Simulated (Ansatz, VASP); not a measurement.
# Two plane-wave programs on BeTe

The input INCAR:

```
SYSTEM = BeTe
PREC     = Accurate       ! precision mode
ENCUT    = 520            ! plane-wave cutoff, eV
EDIFF    = 1E-7           ! SCF threshold, eV
ISMEAR   = -1             ! smearing method
SIGMA    = 0.05           ! smearing width, eV
LREAL    = .False.        ! projectors in reciprocal space
LASPH    = .True.         ! aspherical terms in the spheres
NELM     = 60             ! most SCF steps
ALGO     = Normal         ! electronic algorithm
ISIF     = 2              ! what is computed and relaxed
LWAVE    = .False.        ! write WAVECAR
LCHARG   = .False.        ! write CHGCAR
GGA      = PE             ! functional
NBANDS   = 11             ! bands
```

Contents of KPOINTS:

```
Automatic mesh
0
Gamma
  9 9 9
  0 0 0
```

The input POSCAR:

```
BeTe
1.0
    0.0000000000      2.6803100000      2.6803100000
    2.6803100000      0.0000000000      2.6803100000
    2.6803100000      2.6803100000      0.0000000000
Be Te
1 1
Direct
    0.5000000000      0.5000000000      0.5000000000
    0.0000000000      0.0000000000      0.0000000000
```

File input.yaml:

```yaml
crystal:
  lattice:
    - [0.0, 2.68031, 2.68031]
    - [2.68031, 0.0, 2.68031]
    - [2.68031, 2.68031, 0.0]
  atoms:
    - { symbol: Be, position: [0.5, 0.5, 0.5] }
    - { symbol: Te, position: [0.0, 0.0, 0.0] }
hamiltonian:
  xc: pbe
  pseudopotentials: { kind: paw }
kpoints:
  mp_grid: { grid: [9, 9, 9] }
scf:
  occupations: { method: fermi_dirac, width: 0.05 }
output:
  forces: true
  stress: true
  eigenvalues: true
```

The cell was built by a generator and needn't be a form met in nature.

Alike in both runs: task single point; functional PBE; k mesh 9 × 9 × 9; occupations fermi-dirac, width 0.05 eV; no spin polarisation.

|  | VASP | Ansatz |
| --- | --- | --- |
| version | VASP 6.6.1 | Ansatz 0.2.0 |
| potentials or method | VASP PAW PBE potentials, release 64 (Be, Te) | Ansatz PAW |
| plane-wave cutoff (eV) | 520 | 420 |
| valence electrons in the cell | 8 | 18 |

Ansatz gave:

| Property | Result |
| --- | --- |
| gap on the k mesh at the Fermi level (eV) | none |
| pressure (GPa) | -0.1 |

Question: Which values does VASP return?

Answer: gap on the k mesh at the Fermi level (eV): none; pressure (GPa): 0.0.

A gap of «none» marks a metal or a gap that the smearing closes. The two sets of potentials don't hold the same shells in valence.

Spin-orbit coupling is left out, which matters for the levels of Te.
